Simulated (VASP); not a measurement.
# MoS2 in VASP: single point with LDA

Aim: the single point of MoS2 with LDA.

Program: VASP 6.6.1. These are calculated values, not measurements. Logs are shortened: lines on timing, memory, paths and dates and some standing lists are left out, and cuts for length are marked.

## (1) The structure

The cell holds a sheet with vacuum, 3 atoms: a = 3.160 Å, b = 3.160 Å, c = 21.130 Å, α = 90.00°, β = 90.00°, γ = 120.00°.

The cell was built by a generator and needn't be a form met in nature.

## (2) Single point, LDA

Input file INCAR:

```
PREC     = Accurate       # precision mode
ENCUT    = 520            # plane-wave cutoff, eV
EDIFF    = 1E-7           # SCF threshold, eV
ISMEAR   = -1             # smearing method
SIGMA    = 0.05           # smearing width, eV
LREAL    = False          # projectors in reciprocal space
LASPH    = True           # aspherical terms in the spheres
NELM     = 100            # most SCF steps
ALGO     = Normal         # electronic algorithm
ISIF     = 2              # what is computed and relaxed
LWAVE    = False          # write WAVECAR
LCHARG   = False          # write CHGCAR
```

Input file KPOINTS:

```
regular mesh
0
Gamma
  12 12 1
```

Input file POSCAR:

```
MoS2
1.0
    3.1600000000      0.0000000000      0.0000000000
   -1.5800000000      2.7366400000      0.0000000000
    0.0000000000      0.0000000000     21.1300000000
S Mo
2 1
Direct
    0.6666670000      0.3333330000      0.4259350000
    0.6666670000      0.3333330000      0.5740650000
    0.3333330000      0.6666670000      0.5000000000
```

Potentials or basis: VASP PAW LDA potentials, release 64 (S, Mo_sv).

Started as:

```bash
$ cat potpaw_LDA.64/S/POTCAR potpaw_LDA.64/Mo_sv/POTCAR > POTCAR
$ mpirun -np 1 vasp_std > vasp.out
```

OUTCAR:

```text
PREC = Accurate
   ENCUT = 520
   EDIFF = 1E-7
   ISMEAR = -1
   LREAL = False
   LASPH = True
   NELM = 100
   ISIF = 2

 ion  position               nearest neighbor table
   1  0.667  0.333  0.426-   3 2.40   3 2.40   3 2.40
   2  0.667  0.333  0.574-   3 2.40   3 2.40   3 2.40
   3  0.333  0.667  0.500-   1 2.40   2 2.40   1 2.40   2 2.40   1 2.40   2 2.40

  LATTYP: Found a hexagonal cell.
 ALAT       =     3.1600000000
 C/A-ratio  =     6.6867088608

  Lattice vectors:

 A1 = (   3.1600000000,   0.0000000000,   0.0000000000)
 A2 = (  -1.5800000000,   2.7366400000,   0.0000000000)
 A3 = (   0.0000000000,   0.0000000000,  21.1300000000)

Analysis of symmetry for initial positions (statically):
=====================================================================
 Subroutine PRICEL returns:
 Original cell was already a primitive cell.

 Routine SETGRP: Setting up the symmetry group for a
 hexagonal supercell.

 Subroutine GETGRP returns: Found 12 space group operations
 (whereof 12 operations were pure point group operations)
 out of a pool of 24 trial point group operations.

The static configuration has the point symmetry D_3h.

Analysis of symmetry for dynamics (positions and initial velocities):
=====================================================================
 Subroutine PRICEL returns:
 Original cell was already a primitive cell.

 Routine SETGRP: Setting up the symmetry group for a
 hexagonal supercell.

 Subroutine GETGRP returns: Found 12 space group operations
 (whereof 12 operations were pure point group operations)
 out of a pool of 24 trial point group operations.

The dynamic configuration has the point symmetry D_3h.

 Subroutine INISYM returns: Found 12 space group operations
 (whereof 12 operations are pure point group operations),
 and found     1 'primitive' translations

----------------------------------------------------------------------------------------

                                     Primitive cell

  volume of cell :     182.7276

  direct lattice vectors                    reciprocal lattice vectors
     3.160000000  0.000000000  0.000000000     0.316455696  0.182705800  0.000000000
    -1.580000000  2.736640000  0.000000000     0.000000000  0.365411600  0.000000000
     0.000000000  0.000000000 21.130000000     0.000000000  0.000000000  0.047326077

  length of vectors
     3.160000000  3.159999761 21.130000000     0.365411572  0.365411600  0.047326077

  position of ions in fractional coordinates (direct lattice)
     0.666667000  0.333333000  0.425935000
     0.666667000  0.333333000  0.574065000
     0.333333000  0.666667000  0.500000000

  ion indices of the primitive-cell ions
   primitive index   ion index
                 1           1
                 2           2
                 3           3

----------------------------------------------------------------------------------------

 KPOINTS: regular mesh

Automatic generation of k-mesh.
 Grid dimensions read from file:
 generate k-points for:   12   12    1

 Generating k-lattice:

  Cartesian coordinates                     Fractional coordinates (reciprocal lattice)
     0.026371308  0.015225483  0.000000000     0.083333333 -0.000000000  0.000000000
     0.000000000  0.030450967  0.000000000     0.000000000  0.083333333  0.000000000
     0.000000000  0.000000000  0.047326077     0.000000000  0.000000000  1.000000000

  Length of vectors
     0.030450964  0.030450967  0.047326077

  Shift w.r.t. Gamma in fractional coordinates (k-lattice)
     0.000000000  0.000000000  0.000000000

 Subroutine IBZKPT returns following result:
 ===========================================

 Found     19 irreducible k-points:

 Following reciprocal coordinates:
            Coordinates               Weight
  0.000000  0.000000  0.000000      1.000000
  0.083333 -0.000000  0.000000      6.000000
  0.166667 -0.000000  0.000000      6.000000
  0.250000 -0.000000  0.000000      6.000000
  0.333333 -0.000000  0.000000      6.000000
  0.416667  0.000000  0.000000      6.000000
[... 11 lines left out ...]
  0.333333  0.250000  0.000000     12.000000
  0.333333  0.333333  0.000000      2.000000
   k-points           NKPTS =     19   k-points in BZ     NKDIM =     19   number of bands    NBANDS=     17
   number of dos      NEDOS =    301   number of ions     NIONS =      3
   total plane-waves  NPLWV =  92160
   dimension x,y,z NGX =    24 NGY =   24 NGZ =  160
   dimension x,y,z NGXF=    48 NGYF=   48 NGZF=  320
   ions per type =               2   1
   NGX,Y,Z   is equivalent  to a cutoff of  12.63, 12.63, 12.59 a.u.
   NGXF,Y,Z  is equivalent  to a cutoff of  25.25, 25.25, 25.18 a.u.
 SYSTEM =  unknown system
   PREC   = accura    normal or accurate (medium, high low for compatibility)
   ISTART =      0    job   : 0-new  1-cont  2-samecut
   ICHARG =      2    charge: 1-file 2-atom 10-const
   ISPIN  =      1    spin polarized calculation?
   LNONCOLLINEAR =      F non collinear calculations
   LSORBIT =      F    spin-orbit coupling
   LASPH  =      T    aspherical Exc in radial PAW
   ENCUT  =  520.0 eV  38.22 Ry    6.18 a.u.   5.88  5.88 39.29*2*pi/ulx,y,z
   NELM   =    100;   NELMIN=  2; NELMDL= -5     # of ELM steps
   EDIFF  = 0.1E-06   stopping-criterion for ELM
   LREAL  =      F    real-space projection
   EDIFFG = 0.1E-05   stopping-criterion for IOM
   NSW    =      0    number of steps for IOM
   IBRION =     -1    ionic relax: 0-MD 1-quasi-New 2-CG
   NFREE  =      0    steps in history (QN), initial steepest desc. (CG)
   ISIF   =      2    stress and relaxation
   ISYM   =      2    0-nonsym 1-usesym 2-fastsym
   POTIM  = 0.5000    time-step for ionic-motion
   TEBEG  =    0.0;   TEEND  =   0.0 temperature during run
   PSTRESS=    0.0 pullay stress
   NELECT =      26.0000    total number of electrons
   NUPDOWN=      -1.0000    fix difference up-down
   EMIN   =  10.00;   EMAX   =-10.00  energy-range for DOS
   EFERMI =   0.00;   METHOD = LEGACY
   ISMEAR =    -1;   SIGMA  =   0.05  broadening in eV -4-tet -1-fermi 0-gaus
   EFERMI_NEDOS =   21; number of points for ismear=-14 and -15
   IALGO  =     38    algorithm
   IMIX   =      4    mixing-type and parameters
     AMIX     =   0.40;   BMIX     =  1.00
     AMIX_MAG =   1.60;   BMIX_MAG =  1.00
  volume/ion in A,a.u.               =      60.91       411.04
  Fermi-wavevector in a.u.,A,eV,Ry     =   0.854669  1.615090  9.938495  0.730459
  Thomas-Fermi vector in A             =   1.971300
   LORBIT       =      0    0 simple, 1 ext, 2 COOP (PROOUT), +10 PAW based schemes
   GGA     = CA    functional components
   LHFCALC =     F    Hartree Fock is set to
   AEXX    =    0.0000 exact exchange contribution
   IVDW    =     0    specifies the selected vdW correction
   LEPSILON=     F    determine dielectric tensor
   LRPA    =     F    only Hartree local field effects (RPA)
 non-spin polarized calculation
  energy-cutoff  :      520.00
  volume of cell :      182.73
 maximum number of plane-waves:      4952
 NGX is ok and might be reduce to    24
   NGX = 11   NGY = 11   NGZ = 79

 number of electron      26.0000000 magnetization

 Free energy of the ion-electron system (eV)
  ---------------------------------------------------
  ext. energy  EPLUGINS =         0.00000000
  ---------------------------------------------------
  free energy    TOTEN  =       -24.34046630 eV

  energy without entropy =      -24.34046630  energy(sigma->0) =      -24.34046630

 E-fermi :  -1.5138     XC(G=0):  -3.7228

 val. band max:       -2.4021923722   @ k =   0.3333   0.3333   0.0000
 cond. band min:      -0.6423664283   @ k =   0.3333   0.3333   0.0000
 fundamental gap:      1.7598259440
 Fermi energy:        -1.5137895494

 k-point     1 :       0.0000    0.0000    0.0000
  band No.  band energies     occupation
      1     -62.8626      2.00000
      2     -37.2217      2.00000
      3     -36.9734      2.00000
      4     -36.9734      2.00000
      5     -16.4568      2.00000
      6     -15.1321      2.00000
[... 9 lines left out ...]
     16       0.6935      0.00000
     17       0.6935      0.00000

 k-point     2 :       0.0833   -0.0000    0.0000
  band No.  band energies     occupation
      1     -62.8598      2.00000
      2     -37.2163      2.00000
      3     -37.0015      2.00000
      4     -36.9798      2.00000
      5     -16.3501      2.00000
      6     -15.0881      2.00000
[... 9 lines left out ...]
     16       0.5732      0.00000
     17       0.6213      0.00000

 k-point     3 :       0.1667   -0.0000    0.0000
  band No.  band energies     occupation
      1     -62.8520      2.00000
      2     -37.2013      2.00000
      3     -37.0776      2.00000
      4     -36.9971      2.00000
      5     -16.0464      2.00000
      6     -14.9630      2.00000
[... 9 lines left out ...]
     16       0.2947      0.00000
     17       1.0396      0.00000

 k-point     4 :       0.2500   -0.0000    0.0000
  band No.  band energies     occupation
      1     -62.8414      2.00000
      2     -37.1807      2.00000
      3     -37.1801      2.00000
      4     -37.0208      2.00000
      5     -15.5958      2.00000
      6     -14.7789      2.00000
[... 9 lines left out ...]
     16       0.5396      0.00000
     17       1.4678      0.00000
[... 243 lines left out ...]
      1     -62.8201      2.00000
      2     -37.3056      2.00000
      3     -37.1454      2.00000
      4     -37.1394      2.00000
      5     -14.5205      2.00000
      6     -14.3242      2.00000
[... 9 lines left out ...]
     16       0.6940      0.00000
     17       2.2761      0.00000

 k-point    18 :       0.3333    0.2500    0.0000
  band No.  band energies     occupation
      1     -62.8162      2.00000
      2     -37.3106      2.00000
      3     -37.1861      2.00000
      4     -37.1318      2.00000
      5     -14.2891      2.00000
      6     -14.2205      2.00000
[... 9 lines left out ...]
     16       0.9684      0.00000
     17       2.4179      0.00000

 k-point    19 :       0.3333    0.3333    0.0000
  band No.  band energies     occupation
      1     -62.8147      2.00000
      2     -37.2798      2.00000
      3     -37.2340      2.00000
      4     -37.1291      2.00000
      5     -14.2057      2.00000
      6     -14.1768      2.00000
[... 9 lines left out ...]
     16       1.2261      0.00000
     17       2.5866      0.00000

------------------------ aborting loop because EDIFF is reached ----------------------------------------

  FORCE on cell =-STRESS in cart. coord.  units (eV):
  Direction    XX          YY          ZZ          XY          YZ          ZX
  --------------------------------------------------------------------------------------
  -------------------------------------------------------------------------------------
  Total       -1.6756353     -1.6756349     -1.5353683      0.0000000      0.0000000      0.0000000
  in kB      -14.6921661    -14.6921631    -13.4622889      0.0000000      0.0000000      0.0000000
  external PRESSURE =     -14.2822060 kB  Pullay stress =       0.0000000 kB

 VOLUME and BASIS-vectors are now :
 -----------------------------------------------------------------------------
  energy-cutoff  :      520.00
  volume of cell :      182.73
      direct lattice vectors                 reciprocal lattice vectors
     3.160000000  0.000000000  0.000000000     0.316455696  0.182705800  0.000000000
    -1.580000000  2.736640000  0.000000000     0.000000000  0.365411600  0.000000000
     0.000000000  0.000000000 21.130000000     0.000000000  0.000000000  0.047326077

 POSITION                                       TOTAL-FORCE (eV/Angst)
 -----------------------------------------------------------------------------------
      1.58000      0.91221      9.00001         0.000000      0.000000      0.482376
      1.58000      0.91221     12.12999         0.000000      0.000000     -0.482376
     -0.00000      1.82443     10.56500        -0.000000      0.000000      0.000000
 -----------------------------------------------------------------------------------
    total drift:                                0.001271     -0.000737      0.000000

  FREE ENERGIE OF THE ION-ELECTRON SYSTEM (eV)
  ---------------------------------------------------
  free  energy   TOTEN  =       -24.3404662978 eV

  energy  without entropy=      -24.3404662961  energy(sigma->0) =      -24.34046630
```

It took 35 s on 1 thread of Intel Xeon 6975P-C (Granite Rapids), shared host; peak memory 0.25 GiB.

Results:

* Free energy: -24.3405 eV
* Largest force: 0.482 eV/Å
* Band gap on the k mesh: 1.76 eV, direct

Forces on the atoms (eV/Å):
```
S    0.000  0.000  0.482
S    0.000  0.000 -0.482
Mo   0.000  0.000  0.000
```
